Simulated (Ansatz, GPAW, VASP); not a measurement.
MoS2: 3 runs at one level of theory

```
Mo S
1.0
     1.58000    0.91221    6.15000
    -1.58000    0.91221    6.15000
     0.00000   -1.82443    6.15000
Mo S
1 2
Direct
  0.00000 0.00000 0.00000
  0.41700 0.41700 0.41700
  0.25000 0.25000 0.25000
```

Measurements of this composition are mostly on another form, of space group No. 194.

Alike in all runs: task single point; functional PBEsol; k mesh 10 × 10 × 10; occupations gaussian, width 0.1 eV; no spin polarisation; no spin-orbit coupling. Pressure is positive in compression and, in plane waves, holds the error of the finite cutoff, which Ansatz's Pulay term estimates and takes out.

```csv
program and potentials,plane-wave cutoff (eV),notes,pressure (GPa),largest force (eV/Å)
"Ansatz, Ansatz PAW",420,"potentials made for PBE, which Ansatz adapts in part",0.34,0.259
"VASP, PBE PAW files Mo_sv_GW, S_GW, 550 eV",550,potentials made for PBE,0.16,0.279
"GPAW, PAW data sets generated for this functional",600,-,0.21,0.257
```

Force on atom 3 (S), eV/Å:

| program and potentials | x | y | z |
| --- | --- | --- | --- |
| Ansatz, Ansatz PAW | 0.000 | 0.000 | -0.259 |
| VASP, PBE PAW files Mo_sv_GW, S_GW, 550 eV | 0.000 | 0.000 | -0.279 |
| GPAW, PAW data sets generated for this functional | 0.000 | 0.000 | -0.257 |

The pressure spans 0.16 (VASP, PBE PAW files Mo_sv_GW, S_GW, 550 eV) to 0.34 GPa (Ansatz, Ansatz PAW).

The functional is the same throughout but for its coding, so the spread measures potentials, basis and numerics; runs on potential files found faulty are left out.
